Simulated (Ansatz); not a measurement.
A 2-atom cell of CaO from a published structure, relaxed with r2SCAN, was run in Ansatz 0.2.0 under altered settings. All numbers are computed, without spin polarisation but where a row says otherwise.

```
CELL_PARAMETERS angstrom
0.00000 2.39755 2.39755
2.39755 0.00000 2.39755
2.39755 2.39755 0.00000
ATOMIC_POSITIONS crystal
Ca 0.00000 0.00000 0.00000
O 0.50000 0.50000 0.50000
```

The base run's other keys:
```yaml
kpoints:
  mp_grid: { grid: [4, 4, 4] }
hamiltonian:
  xc: hse06
scf:
  occupations: { method: fixed }
  n_extra_bands: 4
```

It takes 12 iterations with 537 plane waves at 420 eV and 8 k points, and leaves a mean stress of +0.24 GPa. The gap over this mesh is 5.311 eV. It ran on 4 threads of Arm Neoverse N1 (shared host).

Outcomes, with energy and stress as changes against the base:

| setting | outcome | ΔF (meV/atom) | Δ mean stress (GPa) | gap on the mesh (eV) | iterations | wall time |
| --- | --- | --- | --- | --- | --- | --- |
| hamiltonian.xc: lc_wpbe | converged | – | +0.1 | 10.804 | 16 | 5.3 s |
| hamiltonian.xc: hf | converged | – | +4.7 | 13.989 | 20 | 4.7 s |
| PBE hybrid, exx coeff 0.1, omega 0.2078 1/Å | converged | – | +1.3 | 4.299 | 9 | 3.5 s |
| kpoints.mp_grid.grid: [5, 5, 5] | converged | -1.2 | 0.0 | 5.511 | 12 | 5.9 s |

A dash marks a value that wasn't obtained or can't be compared. Stress is positive in compression. The base took 3.7 s.

- hamiltonian.xc: lc_wpbe. The mean stress moves by +0.1 GPa and the gap on the mesh by +5.493 eV (to 10.804). It's another functional on the same cell, so totals aren't comparable.
- hamiltonian.xc: hf. The mean stress moves by +4.7 GPa and the gap on the mesh by +8.678 eV (to 13.989). It's another functional on the same cell, so totals aren't comparable.
- PBE hybrid, exx coeff 0.1, omega 0.2078 1/Å. That is 10 % exact exchange, screened with ω = 0.2078 1/Å, against HSE06's 25 % screened at 0.208 1/Å. The mean stress moves by +1.3 GPa and the gap on the mesh by -1.013 eV (to 4.299). Totals of different functionals aren't comparable.
- kpoints.mp_grid.grid: [5, 5, 5]. The free energy moves by -1.2 meV an atom, the mean stress by 0.0 GPa and the gap on the mesh by +0.200 eV (to 5.511). The gap changes mostly because other points are sampled; a mesh that misses a band edge overestimates it. The difference shows how far the base mesh is converged.

The stress of a hybrid is loosely converged in these runs.

The meshes of the hybrids are coarse, so their gaps aren't converged to the digits shown.
